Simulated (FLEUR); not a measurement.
Crystal: Se.

```xyz
3
Lattice="4.3662 0.0000 0.0000 -2.1831 3.7812 0.0000 0.0000 0.0000 4.9536" Properties=species:S:1:pos:R:3 pbc="T T T"
Se    1.6910    2.9289    0.0000
Se   -0.4921    0.8523    3.3024
Se    0.9841    0.0000    1.6512
```

Base run:

```yaml
Program: FLEUR MaX-R8.1 (later development tree)
Functional: SCAN
Potentials_or_basis: all-electron
Basis: FLAPW
Kmax: 4.71 1/bohr
k_mesh: 7 × 7 × 6
Occupations: fermi-dirac, width 0.05 eV
Spin: no spin polarisation
```

Its results: band gap on the k mesh 1.46 eV, indirect (least direct gap 1.71 eV).

The run is repeated on the same cell with these changes: functional from SCAN to PBEsol. What comes out?

Band gap on the k mesh 1.14 eV, indirect (least direct gap 1.44 eV).

SCAN gives the wider gap, since meta-GGAs in the generalised Kohn-Sham scheme recover part of the derivative discontinuity.

Caveats: the mesh misses the band edges, which the band path finds closer together; the meta-GGA is that of a development version, with a GGA for the radial functions and cores and without core tails (some runs).

Not every run made on this cell is shown here.
